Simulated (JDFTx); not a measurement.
NaI under changes of volume

One of the cells (33.899 Å³/atom); the others are scaled copies at fixed shape and fractional positions:

```
CELL_PARAMETERS angstrom
0.00000 3.23640 3.23640
3.23640 0.00000 3.23640
3.23640 3.23640 0.00000
ATOMIC_POSITIONS crystal
I 0.50000 0.50000 0.50000
Na 0.00000 0.00000 0.00000
```

```yaml
Program: JDFTx 1.7.0 (patched build)
Functional: LDA
Potentials_or_basis: PseudoDojo-SR-LDA-0.4.1-standard with smoothed tails
Cutoff: 1197 eV
Density_cutoff: 9578 eV
k_mesh: 7 × 7 × 7
Occupations: fermi-dirac, width 0.05 eV
Spin: no spin polarisation
```

```tsv
volume (Å³/atom)	energy over the lowest point (meV/atom)	pressure (GPa)	gap on the mesh (eV)
31.865	0.00	-0.7	3.50
32.543	3.71	-1.1	3.44
33.221	8.79	-1.4	3.38
33.899	15.07	-1.6	3.33
34.577	22.42	-1.9	3.28
35.255	?	?	?
35.933	39.76	-2.2	3.19
```

Task: What does the run at 35.255 Å³/atom give?

Result: Energy over the lowest point 30.68 meV/atom; pressure -2.1 GPa; gap on the mesh 3.23 eV.

Worked out: A Birch-Murnaghan fit of order 3 (a polynomial in V^(-2/3)) to the other rows has no minimum within the range. It gives 30.68 meV/atom at 35.255 Å³/atom, against the run's 30.68, and -dE/dV = -2.1 GPa, against -2.1. A straight line through the other rows of the gap, of slope -2.58 eV per unit of ln V (its deformation potential), gives 3.23 eV, against the run's 3.23.

Energies are extrapolated to zero smearing.

Caveats: spin-orbit coupling is left out, which moves the levels of the heavy elements.
